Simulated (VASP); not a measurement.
# ScAl3 (Pm-3m) in VASP: further runs

Aim: see how the results for ScAl3 move with the level of theory and the settings. Levels: r2SCAN, PBEsol. Tasks: relaxation of cell and atoms.

Program: VASP 6.6.1. These are calculated values, not measurements. Logs are shortened: lines on timing, memory, paths and dates and some standing lists are left out, and cuts for length are marked.

### Step 1. Starting point

The structure is cubic, space group Pm-3m (No. 221). Conventional cell: a = 4.088 Å, b = 4.088 Å, c = 4.088 Å, α = 90.00°, β = 90.00°, γ = 90.00°. Sc (site symmetry m-3m) is surrounded by 12 Al at 2.89 Å. Al (site symmetry 4/mmm) has 4 Sc at 2.89 Å and 8 Al at 2.89 Å as nearest neighbours.

The cell is a database's computed one.

### Step 2. Relaxation of cell and atoms, r2SCAN

INCAR reads:

```
ALGO = Normal
EDIFF = 1E-6
EDIFFG = -0.01
ENCUT = 600
IBRION = 2
ISIF = 3
ISMEAR = 1
LASPH = True
LCHARG = False
LMIXTAU = True
LREAL = False
LWAVE = False
METAGGA = R2SCAN
NELM = 80
NSW = 90
PREC = Accurate
SIGMA = 0.1
```

KPOINTS reads:

```
k-points
0
Gamma
  10 10 10
```

POSCAR reads:

```
ScAl3
1.0
    4.0878065700      0.0000000000      0.0000000000
    0.0000000000      4.0878065700      0.0000000000
    0.0000000000      0.0000000000      4.0878065700
Sc Al
1 3
Direct
    0.0000000000      0.0000000000      0.0000000000
    0.5000000000      0.0000000000      0.5000000000
    0.0000000000      0.5000000000      0.5000000000
    0.5000000000      0.5000000000      0.0000000000
```

Potentials or basis: VASP PAW PBE potentials, release 64 (Sc_sv, Al).

The run is started by

```console
cat potpaw_PBE.64/Sc_sv/POTCAR potpaw_PBE.64/Al/POTCAR > POTCAR
mpirun -np 1 vasp_std > vasp.out
```

OUTCAR:

```text
EDIFF = 1E-6
   EDIFFG = -0.01
   ENCUT = 600
   IBRION = 2
   ISIF = 3
   ISMEAR = 1
   LASPH = True
   LREAL = False
   METAGGA = R2SCAN
   NELM = 80
   NSW = 90
   PREC = Accurate

 ion  position               nearest neighbor table
   1  0.000  0.000  0.000-   2 2.89   3 2.89   4 2.89   2 2.89   3 2.89   3 2.89   4 2.89   3 2.89
                             2 2.89   4 2.89   2 2.89   4 2.89
   2  0.500  0.000  0.500-   1 2.89   3 2.89   4 2.89   1 2.89   4 2.89   3 2.89   4 2.89   4 2.89
                             1 2.89   3 2.89   1 2.89   3 2.89
   3  0.000  0.500  0.500-   1 2.89   2 2.89   4 2.89   1 2.89   4 2.89   1 2.89   2 2.89   1 2.89
                             2 2.89   4 2.89   4 2.89   2 2.89
   4  0.500  0.500  0.000-   1 2.89   2 2.89   3 2.89   2 2.89   3 2.89   1 2.89   2 2.89   2 2.89
                             1 2.89   3 2.89   3 2.89   1 2.89

  LATTYP: Found a simple cubic cell.
 ALAT       =     4.0878065700

  Lattice vectors:

 A1 = (   4.0878065700,   0.0000000000,   0.0000000000)
 A2 = (   0.0000000000,   4.0878065700,   0.0000000000)
 A3 = (   0.0000000000,   0.0000000000,   4.0878065700)

Analysis of symmetry for initial positions (statically):
=====================================================================
 Subroutine PRICEL returns:
 Original cell was already a primitive cell.

 Routine SETGRP: Setting up the symmetry group for a
 simple cubic supercell.

 Subroutine GETGRP returns: Found 48 space group operations
 (whereof 48 operations were pure point group operations)
 out of a pool of 48 trial point group operations.

The static configuration has the point symmetry O_h .

Analysis of symmetry for dynamics (positions and initial velocities):
=====================================================================
 Subroutine PRICEL returns:
 Original cell was already a primitive cell.

 Routine SETGRP: Setting up the symmetry group for a
 simple cubic supercell.

 Subroutine GETGRP returns: Found 48 space group operations
 (whereof 48 operations were pure point group operations)
 out of a pool of 48 trial point group operations.

The dynamic configuration has the point symmetry O_h .

 Subroutine INISYM returns: Found 48 space group operations
 (whereof 48 operations are pure point group operations),
 and found     1 'primitive' translations

----------------------------------------------------------------------------------------

                                     Primitive cell

  volume of cell :      68.3079

  direct lattice vectors                    reciprocal lattice vectors
     4.087806570  0.000000000  0.000000000     0.244629970  0.000000000  0.000000000
     0.000000000  4.087806570  0.000000000     0.000000000  0.244629970  0.000000000
     0.000000000  0.000000000  4.087806570     0.000000000  0.000000000  0.244629970

  length of vectors
     4.087806570  4.087806570  4.087806570     0.244629970  0.244629970  0.244629970

  position of ions in fractional coordinates (direct lattice)
     0.000000000  0.000000000  0.000000000
     0.500000000  0.000000000  0.500000000
     0.000000000  0.500000000  0.500000000
     0.500000000  0.500000000  0.000000000

  ion indices of the primitive-cell ions
   primitive index   ion index
                 1           1
                 2           2
                 3           3
                 4           4

----------------------------------------------------------------------------------------

 KPOINTS: k-points

Automatic generation of k-mesh.
 Grid dimensions read from file:
 generate k-points for:   10   10   10

 Generating k-lattice:
[... 82 lines left out ...]
     AMIX_MAG =   1.60;   BMIX_MAG =  1.00
  volume/ion in A,a.u.               =      17.08       115.24
  Fermi-wavevector in a.u.,A,eV,Ry     =   1.087079  2.054282 16.078563  1.181741
  Thomas-Fermi vector in A             =   2.223230
   LORBIT       =      0    0 simple, 1 ext, 2 COOP (PROOUT), +10 PAW based schemes
   METAGGA = R2SCAN    functional components
   LHFCALC =     F    Hartree Fock is set to
   AEXX    =    0.0000 exact exchange contribution
   IVDW    =     0    specifies the selected vdW correction
   LEPSILON=     F    determine dielectric tensor
   LRPA    =     F    only Hartree local field effects (RPA)
 conjugate gradient relaxation of ions
 non-spin polarized calculation
 Methfessel and Paxton  Order N= 1 SIGMA  =   0.10
  energy-cutoff  :      600.00
  volume of cell :       68.31
 maximum number of plane-waves:      2301
 NGX is ok and might be reduce to    36
   NGX = 17   NGY = 17   NGZ = 17

--------------------------------------- Ionic step        1  -------------------------------------------

 number of electron      20.0000002 magnetization

 Free energy of the ion-electron system (eV)
  ---------------------------------------------------
  ext. energy  EPLUGINS =         0.00000000
  ---------------------------------------------------
  free energy    TOTEN  =       -33.50902734 eV

  energy without entropy =      -33.50937255  energy(sigma->0) =      -33.50914241

------------------------ aborting loop because EDIFF is reached ----------------------------------------

  FORCE on cell =-STRESS in cart. coord.  units (eV):
  Direction    XX          YY          ZZ          XY          YZ          ZX
  --------------------------------------------------------------------------------------
  -------------------------------------------------------------------------------------
  Total       -0.0725143     -0.0725143     -0.0725143      0.0000000      0.0000000      0.0000000
  in kB       -1.7008388     -1.7008388     -1.7008388      0.0000000      0.0000000      0.0000000
  external PRESSURE =      -1.7008388 kB  Pullay stress =       0.0000000 kB

 VOLUME and BASIS-vectors are now :
 -----------------------------------------------------------------------------
  energy-cutoff  :      600.00
  volume of cell :       68.31
      direct lattice vectors                 reciprocal lattice vectors
     4.087806570  0.000000000  0.000000000     0.244629970  0.000000000  0.000000000
     0.000000000  4.087806570  0.000000000     0.000000000  0.244629970  0.000000000
     0.000000000  0.000000000  4.087806570     0.000000000  0.000000000  0.244629970

 POSITION                                       TOTAL-FORCE (eV/Angst)
 -----------------------------------------------------------------------------------
      0.00000      0.00000      0.00000         0.000000      0.000000      0.000000
      2.04390      0.00000      2.04390         0.000000      0.000000      0.000000
      0.00000      2.04390      2.04390         0.000000      0.000000      0.000000
      2.04390      2.04390      0.00000         0.000000      0.000000      0.000000
 -----------------------------------------------------------------------------------
    total drift:                                0.000000     -0.000000     -0.000000

  FREE ENERGIE OF THE ION-ELECTRON SYSTEM (eV)
  ---------------------------------------------------
  free  energy   TOTEN  =       -33.5090273378 eV

  energy  without entropy=      -33.5093725462  energy(sigma->0) =      -33.50914241

--------------------------------------- Ionic step        2  -------------------------------------------

 number of electron      20.0000002 magnetization

 Free energy of the ion-electron system (eV)
  ---------------------------------------------------
  ext. energy  EPLUGINS =         0.00000000
  ---------------------------------------------------
  free energy    TOTEN  =       -33.50909951 eV

  energy without entropy =      -33.50944615  energy(sigma->0) =      -33.50921506

 E-fermi :   7.3454     XC(G=0): -11.1336

 val. band max:        7.2838005749   @ k =   0.3000   0.3000   0.0000
 cond. band min:       7.3655463354   @ k =   0.3000   0.0000   0.0000
 fundamental gap:      0.0817457605
 Fermi energy:         7.3453769161

 k-point     1 :       0.0000    0.0000    0.0000
  band No.  band energies     occupation
      1     -43.7334      2.00000
      2     -21.4735      2.00000
      3     -21.4735      2.00000
      4     -21.4735      2.00000
      5      -3.3261      2.00000
      6       4.6141      2.00000
      7       4.6141      2.00000
      8       5.3187      2.00000
      9       5.3187      2.00000
     10       5.3187      2.00000
     11       8.6501     -0.00000
     12       8.7521     -0.00000
     13       8.7521     -0.00000
     14       8.7521     -0.00000
[... 377 lines left out ...]
      1     -43.7322      2.00000
      2     -21.4962      2.00000
      3     -21.4749      2.00000
      4     -21.4745      2.00000
      5      -2.2803      2.00000
      6       1.4390      2.00000
      7       4.2083      2.00000
      8       4.7840      2.00000
      9       6.0629      2.00000
     10       7.5714     -0.00631
     11       8.0389     -0.00000
     12       8.4016     -0.00000
     13       9.4413      0.00000
     14      10.3132      0.00000

 [... further k-points ...]

------------------------ aborting loop because EDIFF is reached ----------------------------------------

  FORCE on cell =-STRESS in cart. coord.  units (eV):
  Direction    XX          YY          ZZ          XY          YZ          ZX
  --------------------------------------------------------------------------------------
  -------------------------------------------------------------------------------------
  Total        0.0395176      0.0395176      0.0395176     -0.0000000     -0.0000000      0.0000000
  in kB        0.9293309      0.9293309      0.9293309     -0.0000000     -0.0000000      0.0000000
  external PRESSURE =       0.9293309 kB  Pullay stress =       0.0000000 kB

 VOLUME and BASIS-vectors are now :
 -----------------------------------------------------------------------------
  energy-cutoff  :      600.00
  volume of cell :       68.13
      direct lattice vectors                 reciprocal lattice vectors
     4.084231495  0.000000000  0.000000000     0.244844104 -0.000000000 -0.000000000
     0.000000000  4.084231495 -0.000000000     0.000000000  0.244844104 -0.000000000
     0.000000000  0.000000000  4.084231495    -0.000000000  0.000000000  0.244844104

 POSITION                                       TOTAL-FORCE (eV/Angst)
 -----------------------------------------------------------------------------------
      0.00000      0.00000      0.00000         0.000000      0.000000      0.000000
      2.04212      0.00000      2.04212         0.000000     -0.000000      0.000000
      0.00000      2.04212      2.04212        -0.000000     -0.000000      0.000000
      2.04212      2.04212     -0.00000         0.000000     -0.000000      0.000000
 -----------------------------------------------------------------------------------
    total drift:                                0.000000     -0.000000     -0.000000

  FREE ENERGIE OF THE ION-ELECTRON SYSTEM (eV)
  ---------------------------------------------------
  free  energy   TOTEN  =       -33.5090995068 eV

  energy  without entropy=      -33.5094461543  energy(sigma->0) =      -33.50921506

 reached required accuracy - stopping structural energy minimisation
```

It took 2.6 min on 1 thread of Intel Xeon 6975P-C (Granite Rapids), shared host; peak memory 0.26 GiB.

Results:

| Item | Value |
| --- | --- |
| Free energy | -33.5091 eV |
| Relaxed volume | 17.03 Å³/atom |
| Relaxed cell | a = 4.084 Å, b = 4.084 Å, c = 4.084 Å, α = 90.00°, β = 90.00°, γ = 90.00° |
| Space group after relaxing (to 0.05 Å) | Pm-3m (No. 221) |
| Energy gained by relaxing | 0.0 meV/atom |
| Ionic steps | 2 |
| Pressure after relaxing | 0.1 GPa |
| Band gap on the k mesh | none (metal or under the smearing width) |

Final structure:
```
Sc Al
1.0
     4.08423    0.00000    0.00000
     0.00000    4.08423    0.00000
     0.00000    0.00000    4.08423
Sc Al
1 3
Direct
  0.00000 0.00000 0.00000
  0.50000 0.00000 0.50000
  0.00000 0.50000 0.50000
  0.50000 0.50000 0.00000
```

Caveat: the PAW data sets were made with another functional, which shifts forces and pressure a little.

### Step 3. Relaxation of cell and atoms, r2SCAN

This run uses another cell than the first one, of 17.03 Å³/atom, 0.997 times its volume.

INCAR, as its differences from that of step 2:

```diff
@@ -1,4 +1,4 @@
 ALGO = Normal
-EDIFF = 1E-6
-EDIFFG = -0.01
+EDIFF = 1E-7
+EDIFFG = -0.005
 ENCUT = 600
```

KPOINTS is that of step 2.

POSCAR reads:

```
ScAl3                                   
1.0
    4.0842314954      0.0000000000      0.0000000000
    0.0000000000      4.0842314954     -0.0000000000
    0.0000000000      0.0000000000      4.0842314954
  Sc              Al            
     1     3
Direct
     0.0000000000000000    0.0000000000000000    0.0000000000000000
     0.5000000000000000    0.0000000000000000    0.5000000000000000
     0.0000000000000000    0.5000000000000000    0.5000000000000000
     0.5000000000000000    0.5000000000000000    0.0000000000000000
```

Potentials or basis: VASP PAW PBE potentials, release 64 (Sc_sv, Al).

The run is started by

```console
cat potpaw_PBE.64/Sc_sv/POTCAR potpaw_PBE.64/Al/POTCAR > POTCAR
mpirun -np 1 vasp_std > vasp.out
```

Run time: 2.9 min. Hardware: 1 thread of Intel Xeon 6975P-C (Granite Rapids), shared host; peak memory 0.27 GiB.

It converged, with:

```yaml
Free_energy: -33.5091 eV
Relaxed_volume: 17.05 Å³/atom
Relaxed_cell: a = 4.086 Å, b = 4.086 Å, c = 4.086 Å, α = 90.00°, β = 90.00°, γ = 90.00°
Space_group_after_relaxing_to_0.05_Å: Pm-3m (No. 221)
Energy_gained_by_relaxing: 0.0 meV/atom
Ionic_steps: 2
Pressure_after_relaxing: 0.0 GPa
Band_gap_on_the_k_mesh: none (metal or under the smearing width)
```

Final structure:
```
CELL_PARAMETERS angstrom
4.08576 0.00000 0.00000
0.00000 4.08576 0.00000
0.00000 0.00000 4.08576
ATOMIC_POSITIONS crystal
Sc 0.00000 0.00000 0.00000
Al 0.50000 0.00000 0.50000
Al 0.00000 0.50000 0.50000
Al 0.50000 0.50000 0.00000
```

Levels at points of the mesh, in eV from the Fermi level:
```tsv
k point	band 8	band 9	band 10	band 11	band 12	band 13
(0.00, 0.00, 0.00)	-2.03	-2.03	-2.03	1.31	1.41	1.41
(0.50, 0.00, 0.00)	-1.87	-1.60	0.97	0.97	1.18	1.33
(0.50, 0.50, 0.00)	-4.71	-0.58	-0.58	1.19	1.51	2.31
(0.50, 0.50, 0.50)	-4.84	-3.29	-3.29	-3.29	1.05	2.89
```

Caveat: the PAW data sets were made with another functional, which shifts forces and pressure a little.

### Step 4. Relaxation of cell and atoms, PBEsol

INCAR reads:

```
PREC     = Accurate       # precision mode
ENCUT    = 600            # plane-wave cutoff, eV
EDIFF    = 1E-6           # SCF threshold, eV
ISMEAR   = 1              # smearing method
SIGMA    = 0.1            # smearing width, eV
LREAL    = F              # projectors in reciprocal space
LASPH    = T              # aspherical terms in the spheres
NELM     = 80             # most SCF steps
ALGO     = Normal         # electronic algorithm
ISIF     = 3              # what is computed and relaxed
LWAVE    = F              # write WAVECAR
LCHARG   = F              # write CHGCAR
GGA      = PS             # functional
IBRION   = 2              # ionic algorithm
NSW      = 90             # ionic steps
EDIFFG   = -0.01          # ionic threshold
```

KPOINTS reads:

```
Automatic mesh
0
Gamma
  10 10 10
```

POSCAR reads:

```
ScAl3
1.0
    4.0878065700      0.0000000000      0.0000000000
    0.0000000000      4.0878065700      0.0000000000
    0.0000000000      0.0000000000      4.0878065700
Sc Al
1 3
Direct
    0.0000000000      0.0000000000      0.0000000000
    0.5000000000      0.0000000000      0.5000000000
    0.0000000000      0.5000000000      0.5000000000
    0.5000000000      0.5000000000      0.0000000000
```

The run is started by

```console
cat potpaw_PBE.64/Sc_sv/POTCAR potpaw_PBE.64/Al/POTCAR > POTCAR
mpirun -np 1 vasp_std > vasp.out
```

Wall time 50 s (1 thread of Intel Xeon 6975P-C (Granite Rapids), shared host); peak memory 0.26 GiB.

It converged, with:

```
Free energy                            : -20.7646 eV
Relaxed volume                         : 16.89 Å³/atom
Relaxed cell                           : a = 4.073 Å, b = 4.073 Å, c = 4.073 Å, α = 90.00°, β = 90.00°, γ = 90.00°
Space group after relaxing (to 0.05 Å) : Pm-3m (No. 221)
Energy gained by relaxing              : 0.6 meV/atom
Ionic steps                            : 3
Pressure after relaxing                : 0.0 GPa
Band gap on the k mesh                 : none (metal or under the smearing width)
```

Step by step:
```tsv
step	energy change (eV)	largest force (eV/Å)	pressure (GPa)	volume (Å³)
1	0.0000	0.0000	-1.00	68.31
2	-0.0020	0.0000	0.42	67.26
3	-0.0024	0.0000	0.00	67.55
```

Final structure:
```yaml
crystal:
  lattice:
    - [4.07266, 0.00000, 0.00000]
    - [0.00000, 4.07266, 0.00000]
    - [0.00000, 0.00000, 4.07266]
  atoms:
    - { symbol: Sc, position: [0.00000, 0.00000, 0.00000] }
    - { symbol: Al, position: [0.50000, 0.00000, 0.50000] }
    - { symbol: Al, position: [0.00000, 0.50000, 0.50000] }
    - { symbol: Al, position: [0.50000, 0.50000, 0.00000] }
```

Levels at points of the mesh, in eV from the Fermi level:
| k point | band 6 | band 7 | band 8 | band 9 | band 10 | band 11 | band 12 | band 13 | band 14 |
| --- | --- | --- | --- | --- | --- | --- | --- | --- | --- |
| (0.00, 0.00, 0.00) | -2.65 | -2.65 | -1.82 | -1.82 | -1.82 | 1.20 | 1.29 | 1.29 | 1.29 |
| (0.50, 0.00, 0.00) | -7.37 | -1.75 | -1.75 | -1.52 | 0.93 | 1.01 | 1.01 | 1.33 | 1.64 |
| (0.50, 0.50, 0.00) | -5.65 | -5.65 | -4.41 | -0.56 | -0.56 | 1.20 | 1.36 | 2.08 | 2.51 |
| (0.50, 0.50, 0.50) | -4.82 | -4.82 | -4.53 | -2.97 | -2.97 | -2.97 | 0.93 | 2.62 | 2.62 |

Caveat: the PAW data sets were made with another functional, which shifts forces and pressure a little.
